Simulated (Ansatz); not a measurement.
SiO2: O-17 NMR of the central transition

Cell: a Materials Project structure (computed, not necessarily an observed phase), taken as it stands.

Space group Im-3m (No. 229); a = 8.9392 Å.

```csv
site,Wyckoff,site symmetry,x,y,z
Si,12d,-4m.2,0.2500,0.5000,0.0000
O,24h,m.m2,0.1475,0.5000,0.8525
```

One atom of each set is listed; the run and its k-mesh use a cell of 18 atoms with edges of 7.74, 7.74, 7.74 Å.

Computed with Ansatz: DFT, r2SCAN, plane waves and PAW (field gradients read without the response of the frozen cores, which leaves them typically 4 to 6 % off), scalar-relativistic, 500 eV cutoff, Γ-centred 4×4×4 k-points, Fermi–Dirac smearing 0.02 eV.

O-17 has I = 5/2 and Q = -25.58 mb (Pyykkö 2018); at 35.2 T its Larmor frequency is ν₀ = 203.3 MHz. Only the quadrupole interaction is simulated: positions count from each site's isotropic chemical shift, and J coupling is left out, as are shift anisotropy and dipolar coupling, which fast spinning averages.

**Question.** Simulate the second-order pattern (fast magic-angle spinning, Gaussian broadening 0.06 kHz) of site O (2 Si at 1.61 Å, angle 160°).

**Answer.** The calculation gives C_Q = -6.29 MHz and η = 0.06, so ν_Q = 0.943 MHz and the centre of gravity lies at -5.75 ppm (-1.17 kHz).

```
offset (kHz)  height
      -3.047       0
      -2.974       0
      -2.901       4
      -2.828       5
      -2.755       5
      -2.682       5
      -2.609       5
      -2.536       5
      -2.463       5
      -2.390       6
      -2.317       6
      -2.244       6
      -2.171       6
      -2.098       6
      -2.025       6
      -1.952       7
      -1.879      30
      -1.806      78
      -1.733      71
      -1.660      51
      -1.587      44
      -1.514      41
      -1.441      38
      -1.368      37
      -1.295      36
      -1.222      36
      -1.149      36
      -1.076      37
      -1.003      37
      -0.930      39
      -0.856      41
      -0.783      43
      -0.710      47
      -0.637      54
      -0.564      67
      -0.491     100
      -0.418      85
      -0.345      21
      -0.272       0
      -0.199       0
```

At O V_zz points along the line of its two bonds (within 1°).

The run took 21 s of wall time (21 s of CPU time) and 1.6 GiB at its peak, on 1 thread of Intel Xeon 6975P-C (Granite Rapids) (x86_64; 8 cores open to the job, memory cap 3.0 GiB, no GPU), a shared host with a load of 0.6 a core.
